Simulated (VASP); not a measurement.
# Si (P6_3/mmc) in VASP: a series of runs

Runs on Si. Level: PBE. Tasks: single point.

All numbers are computed with VASP 6.6.1; they aren't measurements. Logs are shortened: lines on timing, memory, paths and dates and some standing lists are left out, and cuts for length are marked.

## Step 1: The crystal as given

It takes space group P6_3/mmc (No. 194, hexagonal). The conventional cell has a = 3.831 Å, b = 3.831 Å, c = 6.333 Å, α = 90.00°, β = 90.00°, γ = 120.00°. Around Si (site symmetry 3m) lie 4 Si at 2.35 to 2.37 Å.

This isn't the form of Si at room conditions, which is diamond.

## Step 2: Single point, PBE

Input file INCAR:

```
ADDGRID  = False        
ALGO     = Normal         # electronic algorithm
EDIFF    = 1E-6           # SCF threshold, eV
ENCUT    = 220            # plane-wave cutoff, eV
GGA      = PE             # functional
ISIF     = 2              # what is computed and relaxed
ISMEAR   = 0              # smearing method
LASPH    = True           # aspherical terms in the spheres
LCHARG   = False          # write CHGCAR
LREAL    = False          # projectors in reciprocal space
LWAVE    = False          # write WAVECAR
NBANDS   = 16             # bands
NELM     = 100            # most SCF steps
PREC     = Accurate       # precision mode
SIGMA    = 0.05           # smearing width, eV
```

Input file KPOINTS:

```
k-points
0
Gamma
  7 7 4
```

Input file POSCAR:

```
Si
1.0
    3.8313174605      0.0000000000      0.0000000000
   -1.9156587303      3.3180182508      0.0000000000
    0.0000000000      0.0000000000      6.3326220002
Si
4
Direct
    0.6655130000      0.3227030000      0.9380340000
    0.3547120000      0.6831860000      0.4293900000
    0.6599490000      0.3251260000      0.5656880000
    0.3139780000      0.6447660000      0.0617650000
```

Potentials or basis: VASP PAW PBE potentials, release 64 (Si).

Run with:

```console
cat potpaw_PBE.64/Si/POTCAR > POTCAR
mpirun -np 1 vasp_std > vasp.out
```

OUTCAR:

```text
EDIFF = 1E-6
   ENCUT = 220
   GGA = PE
   ISIF = 2
   ISMEAR = 0
   LASPH = True
   LREAL = False
   NELM = 100
   PREC = Accurate

 Found     99 irreducible k-points:

 Following reciprocal coordinates:
            Coordinates               Weight
  0.000000  0.000000  0.000000      1.000000
  0.142857  0.000000  0.000000      2.000000
  0.000000  0.142857  0.000000      2.000000
 -0.142857  0.142857  0.000000      2.000000
  0.285714  0.000000  0.000000      2.000000
  0.000000  0.285714  0.000000      2.000000
   k-points           NKPTS =     99   k-points in BZ     NKDIM =     99   number of bands    NBANDS=     16
   number of dos      NEDOS =    301   number of ions     NIONS =      4
   total plane-waves  NPLWV =  12800
   dimension x,y,z NGX =    20 NGY =   20 NGZ =   32
   dimension x,y,z NGXF=    40 NGYF=   40 NGZF=   64
   ions per type =               4
   NGX,Y,Z   is equivalent  to a cutoff of   8.68,  8.68,  8.40 a.u.
   NGXF,Y,Z  is equivalent  to a cutoff of  17.36, 17.36, 16.80 a.u.
 SYSTEM =  unknown system
   PREC   = accura    normal or accurate (medium, high low for compatibility)
   ISTART =      0    job   : 0-new  1-cont  2-samecut
   ICHARG =      2    charge: 1-file 2-atom 10-const
   ISPIN  =      1    spin polarized calculation?
   LNONCOLLINEAR =      F non collinear calculations
   LSORBIT =      F    spin-orbit coupling
   LASPH  =      T    aspherical Exc in radial PAW
   ENCUT  =  220.0 eV  16.17 Ry    4.02 a.u.   4.63  4.63  7.66*2*pi/ulx,y,z
   NELM   =    100;   NELMIN=  2; NELMDL= -5     # of ELM steps
   EDIFF  = 0.1E-05   stopping-criterion for ELM
   LREAL  =      F    real-space projection
   EDIFFG = 0.1E-04   stopping-criterion for IOM
   NSW    =      0    number of steps for IOM
   IBRION =     -1    ionic relax: 0-MD 1-quasi-New 2-CG
   NFREE  =      0    steps in history (QN), initial steepest desc. (CG)
   ISIF   =      2    stress and relaxation
   ISYM   =      2    0-nonsym 1-usesym 2-fastsym
   POTIM  = 0.5000    time-step for ionic-motion
   TEBEG  =    0.0;   TEEND  =   0.0 temperature during run
   PSTRESS=    0.0 pullay stress
   NELECT =      16.0000    total number of electrons
   NUPDOWN=      -1.0000    fix difference up-down
   EMIN   =  10.00;   EMAX   =-10.00  energy-range for DOS
   EFERMI =   0.00;   METHOD = LEGACY
   ISMEAR =     0;   SIGMA  =   0.05  broadening in eV -4-tet -1-fermi 0-gaus
   EFERMI_NEDOS =   21; number of points for ismear=-14 and -15
   IALGO  =     38    algorithm
   IMIX   =      4    mixing-type and parameters
     AMIX     =   0.40;   BMIX     =  1.00
     AMIX_MAG =   1.60;   BMIX_MAG =  1.00
  volume/ion in A,a.u.               =      20.13       135.81
  Fermi-wavevector in a.u.,A,eV,Ry     =   0.955384  1.805414 12.418837  0.912759
  Thomas-Fermi vector in A             =   2.084217
   LORBIT       =      0    0 simple, 1 ext, 2 COOP (PROOUT), +10 PAW based schemes
   GGA     = PE    functional components
   LHFCALC =     F    Hartree Fock is set to
   AEXX    =    0.0000 exact exchange contribution
   IVDW    =     0    specifies the selected vdW correction
   LEPSILON=     F    determine dielectric tensor
   LRPA    =     F    only Hartree local field effects (RPA)
 non-spin polarized calculation
 Gauss-broadening in eV      SIGMA  =   0.05
  energy-cutoff  :      220.00
  volume of cell :       80.50
 maximum number of plane-waves:       610
   NGX =  9   NGY =  9   NGZ = 15

 number of electron      15.9999999 magnetization

 Free energy of the ion-electron system (eV)
  ---------------------------------------------------
  ext. energy  EPLUGINS =         0.00000000
  ---------------------------------------------------
  free energy    TOTEN  =       -21.46219594 eV

  energy without entropy =      -21.46216735  energy(sigma->0) =      -21.46218165

 E-fermi :   6.4311     XC(G=0):  -9.3876

 val. band max:        6.3537327748   @ k =   0.0000   0.0000   0.0000
 cond. band min:       6.5218357439   @ k =  -0.4286   0.4286   0.0000
 fundamental gap:      0.1681029691
 Fermi energy:         6.4310670781

 k-point     1 :       0.0000    0.0000    0.0000
  band No.  band energies     occupation
      1      -6.1738      2.00000
      2      -3.8325      2.00000
      3      -1.2860      2.00000
      4       4.4681      2.00000
      5       4.5275      2.00000
      6       5.4983      2.00000
[... 8 lines left out ...]
     15      10.4047      0.00000
     16      11.9901      0.00000

 k-point     2 :       0.1429    0.0000    0.0000
  band No.  band energies     occupation
      1      -5.9383      2.00000
      2      -3.5941      2.00000
      3      -1.1719      2.00000
      4       2.9898      2.00000
      5       4.0688      2.00000
      6       4.6976      2.00000
[... 8 lines left out ...]
     15      11.1419      0.00000
     16      11.3936      0.00000

 k-point     3 :       0.0000    0.1429    0.0000
  band No.  band energies     occupation
      1      -5.9370      2.00000
      2      -3.5906      2.00000
      3      -1.1742      2.00000
      4       2.9693      2.00000
      5       4.0632      2.00000
      6       4.5957      2.00000
[... 8 lines left out ...]
     15      11.1223      0.00000
     16      11.3399      0.00000

 k-point     4 :      -0.1429    0.1429    0.0000
  band No.  band energies     occupation
      1      -5.9384      2.00000
      2      -3.5922      2.00000
      3      -1.1732      2.00000
      4       3.0104      2.00000
      5       4.0090      2.00000
      6       4.7180      2.00000
[... 8 lines left out ...]
     15      11.2115      0.00000
     16      11.3126      0.00000

 k-point     5 :       0.2857    0.0000    0.0000
  band No.  band energies     occupation
      1      -5.2558      2.00000
      2      -2.9013      2.00000
      3      -1.1545      2.00000
      4       1.2923      2.00000
      5       2.4823      2.00000
      6       3.4299      2.00000
[... 8 lines left out ...]
     15      12.4887      0.00000
     16      12.7652      0.00000

 k-point     6 :       0.0000    0.2857    0.0000
  band No.  band energies     occupation
      1      -5.2482      2.00000
      2      -2.8822      2.00000
      3      -1.1797      2.00000
      4       1.3170      2.00000
      5       2.3128      2.00000
      6       3.4684      2.00000
[... 8 lines left out ...]
     15      12.5522      0.00000
     16      12.7114      0.00000

 [... further k-points ...]

------------------------ aborting loop because EDIFF is reached ----------------------------------------

  FORCE on cell =-STRESS in cart. coord.  units (eV):
  Direction    XX          YY          ZZ          XY          YZ          ZX
  --------------------------------------------------------------------------------------
  -------------------------------------------------------------------------------------
  Total        0.2398668      0.7644447      1.0823527      0.0432435      0.8553264      0.6862699
  in kB        4.7738655     15.2140962     21.5411513      0.8606385     17.0228388     13.6582492
  external PRESSURE =      13.8430377 kB  Pullay stress =       0.0000000 kB

 VOLUME and BASIS-vectors are now :
 -----------------------------------------------------------------------------
  energy-cutoff  :      220.00
  volume of cell :       80.50
      direct lattice vectors                 reciprocal lattice vectors
     3.831317461  0.000000000  0.000000000     0.261006823  0.150692360  0.000000000
    -1.915658730  3.318018251  0.000000000     0.000000000  0.301384720  0.000000000
     0.000000000  0.000000000  6.332622000     0.000000000  0.000000000  0.157912473

 POSITION                                       TOTAL-FORCE (eV/Angst)
 -----------------------------------------------------------------------------------
      1.93160      1.07073      5.94021        -0.688903     -0.500457     -0.111652
      0.05026      2.26682      2.71916        -0.601413     -1.028033      0.669390
      1.90564      1.07877      3.58229         0.582904      0.974812     -0.419418
     -0.03220      2.13935      0.39113         0.707412      0.553677     -0.138320
 -----------------------------------------------------------------------------------
    total drift:                                0.000041      0.000017     -0.000053

  FREE ENERGIE OF THE ION-ELECTRON SYSTEM (eV)
  ---------------------------------------------------
  free  energy   TOTEN  =       -21.4621959397 eV

  energy  without entropy=      -21.4621673525  energy(sigma->0) =      -21.46218165
```

OSZICAR:

```text
N       E                     dE             d eps       ncg     rms          rms(c)
DAV:   1     0.788792205224E+01    0.78879E+01   -0.34645E+03  3176   0.410E+02
DAV:   2    -0.208692626740E+02   -0.28757E+02   -0.26492E+02  4472   0.871E+01
DAV:   3    -0.218169297294E+02   -0.94767E+00   -0.94347E+00  4096   0.146E+01
DAV:   4    -0.218250207434E+02   -0.80910E-02   -0.80891E-02  4168   0.174E+00
DAV:   5    -0.218251283232E+02   -0.10758E-03   -0.10758E-03  4120   0.175E-01    0.811E+00
DAV:   6    -0.215742314718E+02    0.25090E+00   -0.10048E-01  3832   0.150E+00    0.496E+00
DAV:   7    -0.214596587917E+02    0.11457E+00   -0.21632E-01  3960   0.229E+00    0.249E-01
DAV:   8    -0.214614776111E+02   -0.18188E-02   -0.14245E-02  3928   0.601E-01    0.123E-01
DAV:   9    -0.214620470976E+02   -0.56949E-03   -0.58435E-04  4184   0.135E-01    0.845E-02
DAV:  10    -0.214621699656E+02   -0.12287E-03   -0.82222E-05  3992   0.460E-02    0.201E-02
DAV:  11    -0.214621942963E+02   -0.24331E-04   -0.26241E-05  3976   0.275E-02    0.830E-03
DAV:  12    -0.214621955254E+02   -0.12292E-05   -0.10548E-06  3592   0.571E-03    0.384E-03
DAV:  13    -0.214621959397E+02   -0.41430E-06   -0.79300E-07  3072   0.485E-03
   1 F= -.21462196E+02 E0= -.21462182E+02  d E =-.285872E-04
```

Run time: 18 s. Hardware: 1 thread of Intel Xeon Platinum 8488C (Sapphire Rapids), shared host; peak memory 0.14 GiB.

The run converged, but a check on its numbers failed (symmetry, net force, bounds or a known fault of this set-up), so they aren't taken as properties of the crystal.

Caveat: the cutoff lies under the usual one of these potentials, so the numbers hold a large basis-set error; an odd mesh through Γ misses points on the zone boundary, where band edges often lie.

(Continued in part 2 of 2.)
